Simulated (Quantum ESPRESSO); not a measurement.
Set up this calculation in Quantum ESPRESSO 7.5, as the native input.

```yaml
Task: single point
Functional: PBE
Potentials_or_basis: SSSP 1.3 efficiency PBE
Cutoff: 748 eV
Density_cutoff: 5987 eV
k_mesh: 12 × 12 × 4
Occupations: fermi-dirac, width 0.05 eV
Spin: no spin polarisation
Mixing_beta: 0.5
Most_SCF_iterations: 120
SCF_threshold: 1.6e-09 Ry
```

Crystal: C.

```
C
1.0
     2.52210    0.00000    0.00000
    -1.26105    2.18420    0.00000
     0.00000    0.00000    8.23710
C
8
Direct
  0.68713 0.35110 0.84840
  0.33849 0.68121 0.34483
  0.64907 0.31102 0.65284
  0.34016 0.65967 0.15310
  0.00173 0.00253 0.91156
  0.99029 0.99557 0.39648
  0.01803 0.01449 0.58987
  0.00476 0.00024 0.09064
```

This is a hexagonal form of diamond, not graphite.

The cell isn't the ideal one: atoms moved at random, drawn with an rms of 0.05 Å.

These files were run (other wordings do the same):

pw.in

```
&CONTROL
  calculation = 'scf'
  prefix = 'pwscf'
  outdir = './tmp'
  pseudo_dir = './pseudo'
  tprnfor = .true.
  tstress = .true.
  disk_io = 'nowf'
/
&SYSTEM
  ibrav = 0
  nat = 8
  ntyp = 1
  ecutwfc = 55
  ecutrho = 440
  nbnd = 24
  occupations = 'smearing'
  smearing = 'fd'
  degauss = 0.00367493
/
&ELECTRONS
  conv_thr = 1.6d-09
  electron_maxstep = 120
  mixing_beta = 0.5
/
ATOMIC_SPECIES
C     12.0110 C.pbe-n-kjpaw_psl.1.0.0.UPF
CELL_PARAMETERS angstrom
   2.5221000000    0.0000000000    0.0000000000
  -1.2610500000    2.1842026709    0.0000000000
   0.0000000000    0.0000000000    8.2371000000
ATOMIC_POSITIONS crystal
C      0.6871320000    0.3510970000    0.8484020000
C      0.3384920000    0.6812140000    0.3448280000
C      0.6490750000    0.3110160000    0.6528390000
C      0.3401640000    0.6596720000    0.1531050000
C      0.0017330000    0.0025270000    0.9115580000
C     -0.0097080000   -0.0044340000    0.3964780000
C      0.0180260000    0.0144900000    0.5898660000
C      0.0047560000    0.0002400000    0.0906410000
K_POINTS automatic
12 12 4 0 0 0
```

Potentials or basis: SSSP 1.3 efficiency PBE.

Run with:

```sh
$ OMP_NUM_THREADS=1 pw.x -in pw.in > pw.out
```

Results of the run:

```yaml
Pressure: 4.7 GPa
Largest_force: 4.037 eV/Å
Band_gap_on_the_k_mesh: 3.71 eV, indirect (least direct gap 4.20 eV)
```

Run time: 3.6 min on 1 thread of Intel(R) Xeon(R) Processor @ 2.70GHz (shared host), peak memory 0.31 GiB.
